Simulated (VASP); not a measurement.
Runs of VASP 6.6.1 on Ge. Symmetry: Cmmm, No. 65, orthorhombic system. Conventional cell: a = 2.794 Å, b = 5.201 Å, c = 2.698 Å, α = 90.00°, β = 90.00°, γ = 90.00°. Around Ge (site symmetry mmm) lie 8 Ge at 2.70 to 2.95 Å. This isn't the form of Ge at room conditions, which is diamond.

```csv
task,level,cell,k mesh,cutoff (eV),gap on the mesh (eV),pressure (GPa),relaxed volume (Å³/atom)
relaxation of cell and atoms,rSCAN,relaxed,11 × 11 × 10,600,none,0.0,18.70
relaxation of the atoms,r2SCAN,atoms relaxed from: cell strained at random at fixed volume,8 × 8 × 7,520,none,-3.1,-
relaxation of cell and atoms,r2SCAN,relaxed,11 × 11 × 10,600,none,0.0,18.66
relaxation of cell and atoms,r2SCAN+D3(BJ),relaxed,11 × 11 × 10,600,none,0.0,(a)
```

Alike in all rows: potentials or basis VASP PAW PBE potentials, release 64 (Ge_d); no spin polarisation; smearing gaussian 0.05 eV.

Q: Estimate the missing entries.

A: (a) 18.30.

Caveats: the PAW data sets were made with another functional, which shifts forces and pressure a little; the relaxation stopped at its first step, so nothing moved (some runs); pairwise dispersion overbinds metals, which lowers pressure and volume (some runs).

A k mesh can miss the band edges, and the runs leave out spin-orbit coupling on Ge.

A gap of «none» marks a metal or a gap under the smearing width.
